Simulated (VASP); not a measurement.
# AlCo (Pm-3m) in VASP: a series of runs

The runs below take AlCo through relaxation of the atoms, with PBE+D3(BJ).

Everything below comes from runs of VASP 6.6.1. Logs are shortened: lines on timing, memory, paths and dates and some standing lists are left out, and cuts for length are marked.

**1. The undisturbed crystal**

The structure is cubic, space group Pm-3m (No. 221). The conventional cell has a = 2.819 Å, b = 2.819 Å, c = 2.819 Å, α = 90.00°, β = 90.00°, γ = 90.00°. Al (site symmetry m-3m) has 8 Co at 2.44 Å as nearest neighbours. Around Co (site symmetry m-3m) lie 8 Al at 2.44 Å.

The cell is a database's computed one.

**2. Relaxation of the atoms, PBE+D3(BJ) (a relaxed cell with its volume scaled by 1.02)**

File INCAR:

```
SYSTEM = AlCo
PREC = Accurate
ENCUT = 600
EDIFF = 1E-7
ISMEAR = 1
SIGMA = 0.1
LREAL = .False.
LASPH = .True.
NELM = 80
ALGO = Normal
ISIF = 2
LWAVE = .False.
LCHARG = .False.
GGA = PE
IVDW = 12
IBRION = 2
NSW = 40
EDIFFG = -0.01
```

File KPOINTS:

```
regular mesh
0
Gamma
  14 14 14
  0 0 0
```

File POSCAR:

```
AlCo                                    
1.0
    2.8370248476     -0.0000000000      0.0000000000
   -0.0000000000      2.8370248476      0.0000000000
   -0.0000000000     -0.0000000000      2.8370248476
  Al              Co            
     1     1
Direct
     0.0000000000000000    0.0000000000000000    0.0000000000000000
     0.5000000000000000    0.5000000000000000    0.5000000000000000
```

Potentials or basis: VASP PAW PBE potentials, release 64 (Al, Co).

The run is started by

```console
> cat potpaw_PBE.64/Al/POTCAR potpaw_PBE.64/Co/POTCAR > POTCAR
> mpirun -np 1 vasp_std > vasp.out
```

OUTCAR:

```text
SYSTEM = AlCo
   PREC = Accurate
   ENCUT = 600
   EDIFF = 1E-7
   ISMEAR = 1
   LREAL = .False.
   LASPH = .True.
   NELM = 80
   ISIF = 2
   GGA = PE
   IVDW = 12
   IBRION = 2
   NSW = 40
   EDIFFG = -0.01
 IVDW          = 12

 ion  position               nearest neighbor table
   1  0.000  0.000  0.000-   2 2.46   2 2.46   2 2.46   2 2.46   2 2.46   2 2.46   2 2.46   2 2.46

   2  0.500  0.500  0.500-   1 2.46   1 2.46   1 2.46   1 2.46   1 2.46   1 2.46   1 2.46   1 2.46

  LATTYP: Found a simple cubic cell.
 ALAT       =     2.8370248476

  Lattice vectors:

 A1 = (   2.8370248476,   0.0000000000,   0.0000000000)
 A2 = (   0.0000000000,   2.8370248476,   0.0000000000)
 A3 = (   0.0000000000,   0.0000000000,   2.8370248476)

Analysis of symmetry for initial positions (statically):
=====================================================================
 Subroutine PRICEL returns:
 Original cell was already a primitive cell.

 Routine SETGRP: Setting up the symmetry group for a
 simple cubic supercell.

 Subroutine GETGRP returns: Found 48 space group operations
 (whereof 48 operations were pure point group operations)
 out of a pool of 48 trial point group operations.

The static configuration has the point symmetry O_h .

Analysis of symmetry for dynamics (positions and initial velocities):
=====================================================================
 Subroutine PRICEL returns:
 Original cell was already a primitive cell.

 Routine SETGRP: Setting up the symmetry group for a
 simple cubic supercell.

 Subroutine GETGRP returns: Found 48 space group operations
 (whereof 48 operations were pure point group operations)
 out of a pool of 48 trial point group operations.

The dynamic configuration has the point symmetry O_h .

 Subroutine INISYM returns: Found 48 space group operations
 (whereof 48 operations are pure point group operations),
 and found     1 'primitive' translations

----------------------------------------------------------------------------------------

                                     Primitive cell

  volume of cell :      22.8344

  direct lattice vectors                    reciprocal lattice vectors
     2.837024848  0.000000000  0.000000000     0.352481932  0.000000000  0.000000000
     0.000000000  2.837024848  0.000000000     0.000000000  0.352481932  0.000000000
     0.000000000  0.000000000  2.837024848     0.000000000  0.000000000  0.352481932

  length of vectors
     2.837024848  2.837024848  2.837024848     0.352481932  0.352481932  0.352481932

  position of ions in fractional coordinates (direct lattice)
     0.000000000  0.000000000  0.000000000
     0.500000000  0.500000000  0.500000000

  ion indices of the primitive-cell ions
   primitive index   ion index
                 1           1
                 2           2

----------------------------------------------------------------------------------------

 KPOINTS: regular mesh

Automatic generation of k-mesh.
 Grid dimensions read from file:
 generate k-points for:   14   14   14

 Generating k-lattice:

  Cartesian coordinates                     Fractional coordinates (reciprocal lattice)
     0.025177281  0.000000000  0.000000000     0.071428571  0.000000000  0.000000000
     0.000000000  0.025177281  0.000000000     0.000000000  0.071428571  0.000000000
     0.000000000  0.000000000  0.025177281     0.000000000  0.000000000  0.071428571

  Length of vectors
     0.025177281  0.025177281  0.025177281

  Shift w.r.t. Gamma in fractional coordinates (k-lattice)
     0.000000000  0.000000000  0.000000000

 Subroutine IBZKPT returns following result:
 ===========================================

 Found    120 irreducible k-points:

 Following reciprocal coordinates:
            Coordinates               Weight
  0.000000  0.000000  0.000000      1.000000
  0.071429  0.000000  0.000000      6.000000
  0.142857  0.000000  0.000000      6.000000
  0.214286  0.000000  0.000000      6.000000
  0.285714  0.000000  0.000000      6.000000
  0.357143  0.000000  0.000000      6.000000
[... 16 lines left out ...]
  0.285714  0.214286  0.000000     24.000000
  0.357143  0.214286  0.000000     24.000000
 [... further k-points ...]
   k-points           NKPTS =    120   k-points in BZ     NKDIM =    120   number of bands    NBANDS=     10
   number of dos      NEDOS =    301   number of ions     NIONS =      2
   total plane-waves  NPLWV =  13824
   dimension x,y,z NGX =    24 NGY =   24 NGZ =   24
   dimension x,y,z NGXF=    48 NGYF=   48 NGZF=   48
   ions per type =               1   1
   NGX,Y,Z   is equivalent  to a cutoff of  14.06, 14.06, 14.06 a.u.
   NGXF,Y,Z  is equivalent  to a cutoff of  28.13, 28.13, 28.13 a.u.
 SYSTEM =  AlCo
   PREC   = accura    normal or accurate (medium, high low for compatibility)
   ISTART =      0    job   : 0-new  1-cont  2-samecut
   ICHARG =      2    charge: 1-file 2-atom 10-const
   ISPIN  =      1    spin polarized calculation?
   LNONCOLLINEAR =      F non collinear calculations
   LSORBIT =      F    spin-orbit coupling
   LASPH  =      T    aspherical Exc in radial PAW
   ENCUT  =  600.0 eV  44.10 Ry    6.64 a.u.   5.67  5.67  5.67*2*pi/ulx,y,z
   NELM   =     80;   NELMIN=  2; NELMDL= -5     # of ELM steps
   EDIFF  = 0.1E-06   stopping-criterion for ELM
   LREAL  =      F    real-space projection
   EDIFFG = -.1E-01   stopping-criterion for IOM
   NSW    =     40    number of steps for IOM
   IBRION =      2    ionic relax: 0-MD 1-quasi-New 2-CG
   NFREE  =      1    steps in history (QN), initial steepest desc. (CG)
   ISIF   =      2    stress and relaxation
   ISYM   =      2    0-nonsym 1-usesym 2-fastsym
   POTIM  = 0.5000    time-step for ionic-motion
   TEBEG  =    0.0;   TEEND  =   0.0 temperature during run
   PSTRESS=    0.0 pullay stress
   NELECT =      12.0000    total number of electrons
   NUPDOWN=      -1.0000    fix difference up-down
   EMIN   =  10.00;   EMAX   =-10.00  energy-range for DOS
   EFERMI =   0.00;   METHOD = LEGACY
   ISMEAR =     1;   SIGMA  =   0.10  broadening in eV -4-tet -1-fermi 0-gaus
   EFERMI_NEDOS =   21; number of points for ismear=-14 and -15
   IALGO  =     38    algorithm
   IMIX   =      4    mixing-type and parameters
     AMIX     =   0.40;   BMIX     =  1.00
     AMIX_MAG =   1.60;   BMIX_MAG =  1.00
  volume/ion in A,a.u.               =      11.42        77.05
  Fermi-wavevector in a.u.,A,eV,Ry     =   1.321109  2.496535 23.746656  1.745330
  Thomas-Fermi vector in A             =   2.450887
   LORBIT       =      0    0 simple, 1 ext, 2 COOP (PROOUT), +10 PAW based schemes
   GGA     = PE    functional components
   LHFCALC =     F    Hartree Fock is set to
   AEXX    =    0.0000 exact exchange contribution
   IVDW    =    12    specifies the selected vdW correction
   LEPSILON=     F    determine dielectric tensor
   LRPA    =     F    only Hartree local field effects (RPA)
 conjugate gradient relaxation of ions
 non-spin polarized calculation
 Methfessel and Paxton  Order N= 1 SIGMA  =   0.10
  energy-cutoff  :      600.00
  volume of cell :       22.83
 maximum number of plane-waves:       780
 NGX is ok and might be reduce to    24
   NGX = 11   NGY = 11   NGZ = 11

 number of electron      11.9999995 magnetization

 Free energy of the ion-electron system (eV)
  ---------------------------------------------------
  ext. energy  EPLUGINS =         0.00000000
  ---------------------------------------------------
  free energy    TOTEN  =       -11.98604811 eV

  energy without entropy =      -11.98715082  energy(sigma->0) =      -11.98641568

 E-fermi :  10.7992     XC(G=0): -12.3317

 val. band max:       10.7702987618   @ k =   0.5000   0.3571   0.0714
 cond. band min:      10.8390809655   @ k =   0.5000   0.3571   0.2857
 fundamental gap:      0.0687822037
 Fermi energy:        10.7992181546

 k-point     1 :       0.0000    0.0000    0.0000
  band No.  band energies     occupation
      1      -0.4085      2.00000
      2       7.7395      2.00000
      3       7.7395      2.00000
      4       9.9017      2.00000
      5       9.9017      2.00000
      6       9.9017      2.00000
      7      16.7940      0.00000
      8      16.7940      0.00000
      9      16.7940      0.00000
     10      19.5501      0.00000

 k-point     2 :       0.0714    0.0000    0.0000
  band No.  band energies     occupation
      1      -0.3108      2.00000
      2       7.7303      2.00000
      3       7.7669      2.00000
      4       9.8486      2.00000
      5       9.8486      2.00000
      6       9.9073      2.00000
      7      15.8612      0.00000
      8      16.9306      0.00000
      9      16.9306      0.00000
     10      19.5361      0.00000

 k-point     3 :       0.1429    0.0000    0.0000
  band No.  band energies     occupation
      1      -0.0194      2.00000
      2       7.6745      2.00000
      3       7.8450      2.00000
      4       9.7064      2.00000
      5       9.7064      2.00000
      6       9.9230      2.00000
      7      14.3141      0.00000
      8      17.3241      0.00000
      9      17.3241      0.00000
     10      19.4949      0.00000
[... 248 lines left out ...]
 k-point    23 :       0.2857    0.2143    0.0000
  band No.  band energies     occupation
      1       1.9320      2.00000
      2       7.3714      2.00000
      3       7.9875      2.00000
      4       8.9540      2.00000
      5       9.3809      2.00000
      6       9.6311      2.00000
      7      12.1803     -0.00000
      8      14.6694      0.00000
      9      19.7767      0.00000
     10      20.1973      0.00000

 k-point    24 :       0.3571    0.2143    0.0000
  band No.  band energies     occupation
      1       2.7162      2.00000
      2       6.6501      2.00000
      3       8.1978      2.00000
      4       8.8843      2.00000
      5       9.2304      2.00000
      6       9.6562      2.00000
      7      11.4359     -0.00000
      8      15.2851      0.00000
      9      19.2221      0.00000
     10      20.6734      0.00000

 [... further k-points ...]

------------------------ aborting loop because EDIFF is reached ----------------------------------------

 Edisp (eV)   -0.88111

 E8    (eV) :    -0.3915

  FORCE on cell =-STRESS in cart. coord.  units (eV):
  Direction    XX          YY          ZZ          XY          YZ          ZX
  --------------------------------------------------------------------------------------
  -------------------------------------------------------------------------------------
  Total      -0.52137    -0.52137    -0.52137    -0.00000    -0.00000     0.00000
  in kB     -36.58221   -36.58221   -36.58221    -0.00000    -0.00000     0.00000
  external pressure =      -36.58 kB  Pullay stress =        0.00 kB

 VOLUME and BASIS-vectors are now :
 -----------------------------------------------------------------------------
  energy-cutoff  :      600.00
  volume of cell :       22.83
      direct lattice vectors                 reciprocal lattice vectors
     2.837024848  0.000000000  0.000000000     0.352481932  0.000000000  0.000000000
     0.000000000  2.837024848  0.000000000     0.000000000  0.352481932  0.000000000
     0.000000000  0.000000000  2.837024848     0.000000000  0.000000000  0.352481932

 POSITION                                       TOTAL-FORCE (eV/Angst)
 -----------------------------------------------------------------------------------
      0.00000      0.00000      0.00000         0.000000      0.000000      0.000000
      1.41851      1.41851      1.41851         0.000000      0.000000      0.000000
 -----------------------------------------------------------------------------------
    total drift:                                0.000000     -0.000000     -0.000000

  FREE ENERGIE OF THE ION-ELECTRON SYSTEM (eV)
  ---------------------------------------------------
  free  energy   TOTEN  =       -12.8671608964 eV

  energy  without entropy=      -12.8682636019  energy(sigma->0) =      -12.86752846

 reached required accuracy - stopping structural energy minimisation
```

It took 13 s on 1 thread of Intel Xeon Platinum 8375C at 2.90GHz (Ice Lake), shared host; peak memory 0.18 GiB.

Results:

- Free energy: -12.8672 eV
- Pressure after relaxing: -3.7 GPa
- Band gap on the k mesh: none (metal or under the smearing width)
- Dispersion energy per atom: -0.441 eV

Final structure:
```
Al Co
1.0
     2.83702    0.00000    0.00000
     0.00000    2.83702    0.00000
     0.00000    0.00000    2.83702
Al Co
1 1
Direct
  0.00000 0.00000 0.00000
  0.50000 0.50000 0.50000
```

Caveat: the relaxation stopped at its first step, so nothing moved; pairwise dispersion overbinds metals, which lowers pressure and volume. Spin polarisation is off, so any magnetic state and its effect on volume and gap are missing.

**3. Relaxation of the atoms, PBE+D3(BJ) (a relaxed cell with its volume scaled by 1.04)**

INCAR is that of step 2.

KPOINTS is that of step 2.

File POSCAR:

```
AlCo                                    
1.0
    2.8554476031     -0.0000000000      0.0000000000
   -0.0000000000      2.8554476031      0.0000000000
   -0.0000000000     -0.0000000000      2.8554476031
  Al              Co            
     1     1
Direct
     0.0000000000000000    0.0000000000000000    0.0000000000000000
     0.5000000000000000    0.5000000000000000    0.5000000000000000
```

Potentials or basis: VASP PAW PBE potentials, release 64 (Al, Co).

The run is started by

```console
> cat potpaw_PBE.64/Al/POTCAR potpaw_PBE.64/Co/POTCAR > POTCAR
> mpirun -np 1 vasp_std > vasp.out
```

Run time: 13 s. Hardware: 1 thread of Intel Xeon Platinum 8375C at 2.90GHz (Ice Lake), shared host; peak memory 0.18 GiB.

The run converged. Its results:

| Quantity | Value |
| --- | --- |
| Free energy | -12.8523 eV |
| Pressure after relaxing | -7.0 GPa |
| Band gap on the k mesh | none (metal or under the smearing width) |
| Dispersion energy per atom | -0.432 eV |

Final structure:
```
Al Co
1.0
     2.85545    0.00000    0.00000
     0.00000    2.85545    0.00000
     0.00000    0.00000    2.85545
Al Co
1 1
Cartesian
  0.0000 0.0000 0.0000
  1.4277 1.4277 1.4277
```

Levels at points of the mesh, in eV from the Fermi level:
```tsv
k point	band 4	band 5	band 6	band 7	band 8	band 9
(0.00, 0.00, 0.00)	-0.87	-0.87	-0.87	5.90	5.90	5.90
(0.50, 0.00, 0.00)	-1.74	-1.74	-0.76	0.14	8.35	10.54
(0.50, 0.50, 0.00)	-2.70	-1.53	-1.53	-0.27	2.37	3.38
(0.50, 0.50, 0.50)	-0.24	-0.24	2.35	2.35	2.35	4.02
```

Caveat: the relaxation stopped at its first step, so nothing moved; pairwise dispersion overbinds metals, which lowers pressure and volume. Spin polarisation is off, so any magnetic state and its effect on volume and gap are missing.

**4. Relaxation of the atoms, PBE+D3(BJ) (a relaxed cell with its volume scaled by 1.06)**

INCAR is that of step 3.

KPOINTS is that of step 3.

File POSCAR:

```
AlCo                                    
1.0
    2.8736356578     -0.0000000000      0.0000000000
   -0.0000000000      2.8736356578      0.0000000000
   -0.0000000000     -0.0000000000      2.8736356578
  Al              Co            
     1     1
Direct
     0.0000000000000000    0.0000000000000000    0.0000000000000000
     0.5000000000000000    0.5000000000000000    0.5000000000000000
```

The run is started by

```console
> cat potpaw_PBE.64/Al/POTCAR potpaw_PBE.64/Co/POTCAR > POTCAR
> mpirun -np 1 vasp_std > vasp.out
```

Wall time 14 s (1 thread of Intel Xeon Platinum 8375C at 2.90GHz (Ice Lake), shared host); peak memory 0.18 GiB.

The run converged. Its results:

```yaml
Free_energy: -12.8286 eV
Pressure_after_relaxing: -10.0 GPa
Band_gap_on_the_k_mesh: none (metal or under the smearing width)
Dispersion_energy_per_atom: -0.423 eV
```

Final structure:
```
Al Co
1.0
     2.87364    0.00000    0.00000
     0.00000    2.87364    0.00000
     0.00000    0.00000    2.87364
Al Co
1 1
Cartesian
  0.0000 0.0000 0.0000
  1.4368 1.4368 1.4368
```

Levels at points of the mesh, in eV from the Fermi level:
```tsv
k point	band 4	band 5	band 6	band 7	band 8	band 9
(0.00, 0.00, 0.00)	-0.85	-0.85	-0.85	5.81	5.81	5.81
(0.50, 0.00, 0.00)	-1.69	-1.69	-0.74	0.13	8.33	10.44
(0.50, 0.50, 0.00)	-2.66	-1.49	-1.49	-0.27	2.32	3.27
(0.50, 0.50, 0.50)	-0.23	-0.23	2.35	2.35	2.35	3.85
```

Caveat: the relaxation stopped at its first step, so nothing moved; pairwise dispersion overbinds metals, which lowers pressure and volume. Spin polarisation is off, so any magnetic state and its effect on volume and gap are missing.

**5. Overview**

```tsv
cell	gap on the mesh (eV)	pressure (GPa)
atoms relaxed from: a relaxed cell with its volume scaled by 1.02	none	-3.7
atoms relaxed from: a relaxed cell with its volume scaled by 1.04	none	-7.0
atoms relaxed from: a relaxed cell with its volume scaled by 1.06	none	-10.0
```

Alike in all rows: task relaxation of the atoms; level PBE+D3(BJ); potentials or basis VASP PAW PBE potentials, release 64 (Al, Co); no spin polarisation; k mesh 14 × 14 × 14; cutoff (eV) 600; smearing methfessel-paxton 0.1 eV.

Caveats: the relaxation stopped at its first step, so nothing moved; pairwise dispersion overbinds metals, which lowers pressure and volume.

Absolute energies hang on the potentials; compare differences alone.
